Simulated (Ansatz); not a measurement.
## Sr2HgPdCl6 in Ansatz, relaxation

Launch command:

```bash
ansatz run input.yaml --threads 2 --pin off --max-ram 3584MiB --backend cpu --events-out ev --progress --plain --runs-dir out
```

The input file (Ansatz 0.2.0, plane waves):

```yaml
crystal:
  lattice:
    - [0.0, 7.27205, 0.0]
    - [7.27205, 0.0, 0.0]
    - [3.636025, 3.636025, -5.319986]
  atoms:
    - { symbol: Pd, position: [0.0, 0.0, 0.0] }
    - { symbol: Hg, position: [0.5, 0.5, 0.0] }
    - { symbol: Cl, position: [0.288, 0.288, 0.424] }
    - { symbol: Cl, position: [0.712, 0.712, 0.576] }
    - { symbol: Sr, position: [0.75, 0.25, 0.5] }
    - { symbol: Sr, position: [0.25, 0.75, 0.5] }
    - { symbol: Cl, position: [0.218, 0.218, 0.0] }
    - { symbol: Cl, position: [0.218, 0.782, 0.0] }
    - { symbol: Cl, position: [0.782, 0.782, 0.0] }
    - { symbol: Cl, position: [0.782, 0.218, 0.0] }
  symmetry: { tolerance: 0.0003 }
kpoints:
  mp_grid: { grid: [6, 6, 6], shift: [0, 0, 0] }
magnetization:
  spin_polarized: false
scf:
  occupations: { method: fermi_dirac }
  lower_state_search: "off"
hamiltonian:
  pseudopotentials: { kind: paw }
  xc: r2scan
basis:
  ecutwfc: 500
  fft_grid_basis: typed
relax:
  max_steps: 80
  f_tol: 0.03
output:
  forces: true
  stress: true
  eigenvalues: true
  populations: true
  elf: true
  write_potential: true
  volumetric_format: npy
  dos:
    e_range: [-12, 8]
    de: 0.05
    projected: { site_lists: { Cl: [Cl], Hg: [Hg], Pd: [Pd], Sr: [Sr] } }
  write_density: true
  bader: false
checkpoint:
  read: saved_state
```

Origin of the cell: a known structure type with other elements, at an estimated volume, so it need not be a known compound.

The smearing width isn't typed, so it takes its default of 0.1 eV.

The saved state is a converged single point of the same cell.

Steps:

| step | ΔF (meV/atom) | max force component (eV/Å) | SCF iterations | step was |
| --- | --- | --- | --- | --- |
| 1 | 0.0 | 3.216 | 7 | accepted |
| 2 | -175.2 | 1.584 | 6 | accepted |
| 3 | -220.9 | 0.422 | 5 | accepted |
| 4 | -225.7 | 0.063 | 5 | accepted |
| 5 | -225.9 | 0.019 | 6 | accepted |

The starting structure.

Space group I4/mmm (No. 139); the run's cell has a = 7.272 Å, b = 7.272 Å, c = 7.399 Å, α = 60.57°, β = 60.57°, γ = 90.00°. Shortest distances: Cl–Pd 2.24 Å, Cl–Hg 2.26 Å, Cl–Cl 3.17 Å.

The relaxed structure.

Space group I4/mmm (No. 139); the run's cell has a = 7.272 Å, b = 7.272 Å, c = 7.399 Å, α = 60.57°, β = 60.57°, γ = 90.00°. Shortest distances: Cl–Pd 2.47 Å, Cl–Hg 2.67 Å, Cl–Cl 3.49 Å.

```
CELL_PARAMETERS angstrom
0.00000 7.27205 0.00000
7.27205 0.00000 0.00000
3.63603 3.63603 -5.31999
ATOMIC_POSITIONS crystal
Pd 0.00000 0.00000 0.00000
Hg 0.50000 0.50000 0.00000
Cl 0.24320 0.24320 0.51360
Cl 0.75680 0.75680 0.48640
Sr 0.75000 0.25000 0.50000
Sr 0.25000 0.75000 0.50000
Cl 0.24006 0.24006 0.00000
Cl 0.24006 0.75994 0.00000
Cl 0.75994 0.75994 0.00000
Cl 0.75994 0.24006 0.00000
```

```
Free energy lowered by                                                                 : 225.9 meV/atom
Final pressure                                                                         : -0.64 GPa
Relaxation steps listed                                                                : 5
Formation energy (elements under the same functional, gases as molecules, uncorrected) : -1.415 eV/atom
Gap on the mesh                                                                        : none (metal)
```

Caveats: no spin, though holes on the anions or broken bonds may carry moments; no spin-orbit coupling, though heavy elements are present; the SCF threshold is looser than advised for a stress; the relaxation held the start's symmetry, so the end may be a saddle point.

It ran for 2.2 min on 2 threads of AMD EPYC 9R14 (Zen 4), with other jobs on the host, peak memory 1.7 GiB, from a saved density.
